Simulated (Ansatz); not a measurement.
## TiPt3 in Ansatz: the effect of functional

Crystal: TiPt3.

```
Pt Ti
1.0
     3.81745    0.00000    0.00000
     0.00000    3.81745    0.00000
     0.00000    0.00000    3.81745
Pt Ti
3 1
Direct
  0.50000 0.50000 0.00000
  0.50000 0.00000 0.50000
  0.00000 0.50000 0.50000
  0.00000 0.00000 0.00000
```

The cell isn't the ideal one: volume scaled by 0.94.

Alike in all runs:

| Quantity | Value |
| --- | --- |
| Program | Ansatz 0.2.0 |
| Task | single point |
| Potentials or basis | Ansatz PAW |
| k mesh | 7 × 7 × 7 |
| Occupations | fermi-dirac, width 0.05 eV |
| Spin | no spin polarisation |

| functional | cutoff | pressure (GPa) |
| --- | --- | --- |
| LDA | 420 eV (not typed: the program's choice for these potentials) | ? |
| r2SCAN | 500 eV (not typed: the program's choice for these potentials) | 25.2 |
| PBE | 420 eV (not typed: the program's choice for these potentials) | 30.5 |

**Question.** What does the run with functional LDA give?

**Answer.** Pressure 13.6 GPa.

Caveats: the PAW data sets come from PBE, with cores solved anew for the run's functional, which leaves a small shift of forces and pressure (some runs).
